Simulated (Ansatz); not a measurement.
# Sn: single point with PBE

Crystal: Sn.

```
CELL_PARAMETERS angstrom
-2.02919 2.02919 1.66076
2.02919 -2.02919 1.66076
2.02919 2.02919 -1.66076
ATOMIC_POSITIONS crystal
Sn 0.00000 0.00000 0.00000
```

This isn't the form of Sn at room conditions, which is tetragonal (white tin).

```json
{"Program": "Ansatz 0.2.0", "Task": "single point", "Functional": "PBE", "Potentials or basis": "Ansatz PAW", "Cutoff": "420 eV (not typed: the program's choice for these potentials)", "k mesh": "10 × 10 × 10", "Occupations": "gaussian, width 0.014 eV", "Spin": "no spin polarisation"}
```

| Item | Value |
| --- | --- |
| Pressure | 0.8 GPa |
| Band gap on the k mesh | none (metal or under the smearing width) |

Stress tensor (GPa, compression positive):
```
0.29 0.00 0.00
0.00 0.29 0.00
0.00 0.00 1.83
```

Levels at points of the mesh, in eV from the Fermi level:
| k point | band 5 | band 6 | band 7 | band 8 | band 9 | band 10 |
| --- | --- | --- | --- | --- | --- | --- |
| (0.00, 0.00, 0.00) | -21.31 | -10.97 | 6.84 | 6.84 | 9.40 | 10.30 |
| (0.00, 0.00, -0.50) | -21.27 | -7.20 | -4.61 | 5.86 | 7.82 | 10.43 |
| (0.00, -0.50, 0.00) | -21.26 | -5.69 | -4.09 | 3.14 | 4.40 | 7.25 |
| (-0.50, -0.50, -0.50) | -21.25 | -3.33 | -1.49 | -1.49 | 2.59 | 3.12 |

It took 0.93 s on 2 threads of Arm Neoverse V2, on a shared host, peak memory 0.28 GiB.
